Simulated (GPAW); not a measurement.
# PbSe (Clausthalite) (Fm-3m) in GPAW: notebook, part 2 of 2

GPAW 26.7.0.

## 4. Gruneisen, PBE

run.py

```python
import json
import numpy as np
from ase import Atoms
from ase.constraints import FixSymmetry
from ase.filters import FrechetCellFilter
from ase.io import read, write
from ase.optimize import BFGS
from phonopy import Phonopy
from phonopy.structure.atoms import PhonopyAtoms
from gpaw import GPAW, PW

atoms = read('PbSe.cif')

calc = GPAW(mode=PW(510),
            xc='PBE',
            kpts={'size': (3, 3, 3), 'gamma': True},
            occupations={'name': 'fermi-dirac', 'width': 0.05},
            nbands=19,
            convergence={'density': 1e-06, 'eigenstates': 1e-09},
            eigensolver={'name': 'davidson', 'niter': 2},
            maxiter=100,
            txt='gpaw.txt')
atoms.calc = calc
atoms.set_constraint(FixSymmetry(atoms))
BFGS(FrechetCellFilter(atoms), trajectory='relax.traj', logfile='-').run(fmax=0.005, steps=40)
atoms.set_constraint()
energy = atoms.get_potential_energy()
forces = atoms.get_forces()
stress = atoms.get_stress()
calc.write('gs.gpw')
write('result.traj', atoms)
print('Cell:', atoms.cell.cellpar().round(4))
print(atoms.get_scaled_positions().round(5))

def force_constants(scale):
    unit = PhonopyAtoms(symbols=atoms.get_chemical_symbols(), cell=atoms.cell[:] * scale**(1 / 3),
                        scaled_positions=atoms.get_scaled_positions())
    ph = Phonopy(unit, supercell_matrix=np.diag([2, 2, 2]), primitive_matrix=np.eye(3), symprec=1e-4)
    ph.generate_displacements(distance=0.01)
    forces = []
    for i, sc in enumerate(ph.supercells_with_displacements):
        a = Atoms(sc.symbols, cell=sc.cell, scaled_positions=sc.scaled_positions, pbc=True)
        c = GPAW(mode=PW(510),
                 xc='PBE',
                 kpts={'size': (2, 2, 2), 'gamma': True},
                 occupations={'name': 'fermi-dirac', 'width': 0.05},
                 nbands=108,
                 convergence={'density': 1e-06, 'eigenstates': 1e-09},
                 eigensolver={'name': 'davidson', 'niter': 2},
                 maxiter=100,
                 txt=f'disp-{scale:.3f}-{i:02d}.txt')
        a.calc = c
        f = a.get_forces()
        forces.append(f - f.mean(axis=0))
        print(f'displacement {i}: drift', f.mean(axis=0).round(5), flush=True)
    ph.forces = forces
    ph.produce_force_constants()
    ph.symmetrize_force_constants()
    return ph

qpoints = [[0.0, 0.0, 0.0], [0.0, 0.0, 0.5], [0.0, 0.5, 0.0], [0.0, 0.5, 0.5], [0.5, 0.0, 0.0], [0.5, 0.0, 0.5], [0.5, 0.5, 0.0], [0.5, 0.5, 0.5]]
results = {}
for scale in [0.99, 1.0, 1.01]:
    ph = force_constants(scale)
    ph.run_qpoints(qpoints)
    nu = ph.qpoints.frequencies * 33.35641  # THz to cm^-1
    results[f'{scale:.3f}'] = nu.tolist()
    for qp, f in zip(qpoints, nu):
        print(scale, np.round(qp, 4), f.round(2))

lo, mid, hi = (np.array(results[x]) for x in ('0.990', '1.000', '1.010'))
gamma = np.where(abs(mid) > 5, -(hi - lo) / (np.log(1.01 / 0.99) * np.where(abs(mid) > 5, mid, 1)), 0)
results['gamma'] = gamma.tolist()
print('Mode Grueneisen parameters:')
print(gamma.round(3))
json.dump(results, open('phonons.json', 'w'))
```

PbSe.cif

```cif
data_PbSe
_cell_length_a 4.32841274
_cell_length_b 4.32841274
_cell_length_c 4.32841274
_cell_angle_alpha 60.00000000
_cell_angle_beta 60.00000000
_cell_angle_gamma 60.00000000
_space_group_name_H-M_alt 'P1'
_space_group_name_Hall 'P 1'
_space_group_IT_number 1
loop_
_space_group_symop_operation_xyz
'x,y,z'
loop_
_atom_site_label
_atom_site_type_symbol
_atom_site_symmetry_multiplicity
_atom_site_Wyckoff_symbol
_atom_site_fract_x
_atom_site_fract_y
_atom_site_fract_z
_atom_site_occupancy
Pb1 Pb 1 a 0.0000000000 0.0000000000 0.0000000000 1
Se1 Se 1 a 0.5000000000 0.5000000000 0.5000000000 1
```

Potentials or basis: GPAW PAW data sets (gpaw-data 1.2.1), pw.

Started as:

```console
OMP_NUM_THREADS=1 python run.py
```

gpaw.txt:

```text
__  _  _
 | _ |_)|_||  |
 |__||  | ||/\| - 26.7.0

Input parameters:
  mode=PW(ecut=510.0),
  convergence={'density': 1e-06, 'eigenstates': 1e-09},
  eigensolver=Davidson(niter=2),
  kpts=MonkhorstPack(size=(3, 3, 3), gamma=True),
  maxiter=100,
  nbands=19,
  occupations=Occupations(name='fermi-dirac', width=0.05),
  xc=XC(name='PBE')

Diagonalizing LCAO Hamiltonian
Converting LCAO to pw mode

                   Se

       Pb

Atoms  # Å, Bohr magnetons
|   | symbol |        x |        y |        z |    initial magnetic moments |
|---|--------|----------|----------|----------|-----------------------------|
| 0 |     Pb | 0.000000 | 0.000000 | 0.000000 | ( 0.0000,  0.0000,  0.0000) |
| 1 |     Se | 4.328413 | 2.499010 | 1.767067 | ( 0.0000,  0.0000,  0.0000) |
[... 184 lines left out ...]
SCF iterations
|iter     | |      energy | eigst |  dens |
[... 350 lines left out ...]
| 0 |     Pb | 0.000000 | 0.000000 | 0.000000 | ( 0.0000,  0.0000,  0.0000) |
| 1 |     Se | 4.359646 | 2.517043 | 1.779818 | ( 0.0000,  0.0000,  0.0000) |
[... 184 lines left out ...]
SCF iterations
|iter     | |      energy | eigst |  dens |
|---------|-|-------------|-------|-------|
|iter:   1| |   -8.543073 |       |       |
|iter:   2| |   -8.539598 | -3.58 | -1.87 |
|iter:   3| |   -8.521492 | -2.66 | -1.90 |
|iter:   4| |   -8.520463 | -4.11 | -2.53 |
|iter:   5| |   -8.520610c| -4.27 | -2.92 |
|iter:   6| |   -8.520668c| -4.46 | -3.23 |
|iter:   7| |   -8.520670c| -5.73 | -4.02 |
|iter:   8| |   -8.520671c| -6.47 | -4.48 |
|iter:   9| |   -8.520671c| -7.79 | -5.14 |
|iter:  10| |   -8.520671c| -8.06 | -5.54 |
|iter:  11| |   -8.520671c| -9.77c| -5.76 |
|iter:  12| |   -8.520671c|-10.50c| -6.88c|

Converged in 12 steps
Energy contributions relative to reference atoms: (reference = -633377.995495)

Energy contributions:
  Kinetic:          16.861885
  Coulomb:         -17.578730
  Zero:             -0.070507
  External:          0.000000
  Xc:               -7.733318
  Entropy:          -0.000000
  Spinorbit:         0.000000
  ----------------------------
  Free energy:      -8.520671
  Extrapolated:     -8.520671
[... 32 lines left out ...]
Stress tensor  # eV/Ang^3
|         x |         y |         z |
|-----------|-----------|-----------|
| -0.000165 |  0.000000 |  0.000000 |
|  0.000000 | -0.000165 | -0.000000 |
|  0.000000 |  0.000000 | -0.000165 |

Forces  # eV/Ang
|       x |        y |       z |
|---------|----------|---------|
| 0.00000 |  0.00000 | 0.00000 |  # Pb   0
| 0.00000 | -0.00000 | 0.00000 |  # Se   1

# Writing to gs.gpw (mode='')
```

stdout:

```text
Step          Energy          fmax
BFGS:    0       -8.515242        0.200241
BFGS:    1       -8.516977        0.160407
BFGS:    2       -8.520671        0.004824
Cell: [ 4.3596  4.3596  4.3596 60.     60.     60.    ]
[[0.  0.  0. ]
 [0.5 0.5 0.5]]
displacement 0: drift [-0.  0. -0.]
[... 26 lines left out ...]
1.01 [0.5 0.  0.5] [-51.56  21.15  21.15  37.55  50.91  50.91]
1.01 [0.5 0.5 0. ] [-51.56  21.15  21.15  37.55  50.91  50.91]
1.01 [0.5 0.5 0.5] [ 50.79  50.79  99.68 116.6  116.6  139.86]
Mode Grueneisen parameters:
[[ 0.862  0.862  0.862  0.     0.     0.   ]
 [ 2.739  2.739  1.166  1.858  1.858  1.181]
 [ 2.739  2.739  1.166  1.858  1.858  1.181]
 [11.54  -3.268 -3.268  3.893  8.46   8.46 ]
 [ 2.739  2.739  1.166  1.858  1.858  1.181]
 [11.54  -3.268 -3.268  3.893  8.46   8.46 ]
 [11.54  -3.268 -3.268  3.893  8.46   8.46 ]
 [ 2.739  2.739  1.166  1.858  1.858  1.181]]
```

Run time: 16 min. Hardware: 1 thread of AMD EPYC 7B13 (Zen 3), shared host; peak memory 1.2 GiB.

The run converged, but some of its settings lie outside the range that counts as converged, so its numbers aren't taken as properties of the crystal.

Results:

```
Free energy                                        : -8.5207 eV
Relaxed volume                                     : 29.30 Å³/atom
Relaxed cell                                       : a = 4.360 Å, b = 4.360 Å, c = 4.360 Å, α = 60.00°, β = 60.00°, γ = 60.00°
Space group after relaxing (to 0.05 Å)             : Fm-3m (No. 225)
Pressure after relaxing                            : 0.0 GPa
Highest phonon frequency, LO-TO splitting left out : 142 cm⁻¹
Most unstable mode                                 : 70i cm⁻¹
```

Caveat: the k mesh is coarse; the cutoff is short for stress and forces, so pressures can be off by a GPa or more; the density grid can change from cell to cell, which puts small steps into energies and stress; some modes are imaginary; the LO-TO splitting is left out; this odd mesh misses L, where the gap lies, so gap, dielectric constants and Born charges aren't listed.

## 5. Comparison with measurements

Step 2. Measured gap of PbSe: 0.15 eV (direct; 4.2 K; a printed reference work, monograph). This calculation gives 0.32 eV (+0.17 eV). 2 values of this kind are on record (0.15 to 0.28 eV); this one was drawn at random. Spin-orbit coupling on Pb, Se is left out. The value is that of RPBE, without temperature or zero-point motion.

Step 3. Against the measured gap of PbSe, 0.15 eV (direct; 4.2 K; a printed reference work, monograph), the calculated 0.30 eV is off by +0.15 eV. 2 values of this kind are on record (0.15 to 0.28 eV); this one was drawn at random. Spin-orbit coupling on Pb, Se is left out. The value is that of revPBE, without temperature or zero-point motion.
